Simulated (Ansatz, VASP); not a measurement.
This is a calculation of I for VASP 6.6.1.

INCAR

```
PREC     = Accurate       # precision mode
ENCUT    = 520            # plane-wave cutoff, eV
EDIFF    = 1E-7           # SCF threshold, eV
ISMEAR   = -1             # smearing method
SIGMA    = 0.05           # smearing width, eV
LREAL    = False          # projectors in reciprocal space
LASPH    = True           # aspherical terms in the spheres
NELM     = 100            # most SCF steps
ALGO     = Normal         # electronic algorithm
ISIF     = 2              # what is computed and relaxed
LWAVE    = False          # write WAVECAR
LCHARG   = False          # write CHGCAR
GGA      = PE             # functional
NBANDS   = 10             # bands
```

KPOINTS

```
regular mesh
0
Gamma
  11 11 11
```

Contents of POSCAR:

```
I
1.0
   -1.6174560000      1.6174560000      4.2648080000
    1.6174560000     -1.6174560000      4.2648080000
    1.6174560000      1.6174560000     -4.2648080000
I
1
Direct
    0.0000000000      0.0000000000      0.0000000000
```

Potentials or basis: VASP PAW PBE potentials, release 64 (I).

Command:

```console
$ cat potpaw_PBE.64/I/POTCAR > POTCAR
$ mpirun -np 1 vasp_std > vasp.out
```

Problem. Set up the same calculation for Ansatz 0.2.0. Potentials there: Ansatz PAW.

Solution. As run (the cutoff follows the program's own potentials):

input.yaml

```yaml
crystal:
  lattice:
    - [-1.617456, 1.617456, 4.264808]
    - [1.617456, -1.617456, 4.264808]
    - [1.617456, 1.617456, -4.264808]
  atoms:
    - { symbol: I, position: [0.0, 0.0, 0.0] }
hamiltonian:
  xc: pbe
  pseudopotentials: { kind: paw }
kpoints:
  mp_grid: { grid: [11, 11, 11] }
scf:
  occupations: { method: fermi_dirac, width: 0.05 }
output:
  forces: true
  stress: true
  eigenvalues: true
```

Potentials or basis: Ansatz PAW.

The run is started by

```console
$ ansatz run input.yaml --threads 1 --pin off --max-ram 3584MiB --backend cpu --events-out ev --progress --plain --runs-dir out
```

Both were run:

|  | VASP | Ansatz | Ansatz less VASP |
| --- | --- | --- | --- |
| gap on the k mesh at the Fermi level (eV) | none | none | - |
| pressure (GPa) | 0.1 | 0.1 | +0.03 |

A gap of «none» marks a metal or a gap that the smearing closes. With one functional, cell and mesh, what is left measures potentials, basis and numerics. The two sets of potentials don't hold the same shells in valence.

Caveats: an odd number of electrons without spin polarisation forces a metal; a magnetic or distorted state may lie lower. Spin-orbit coupling is left out, which matters for the levels of I.
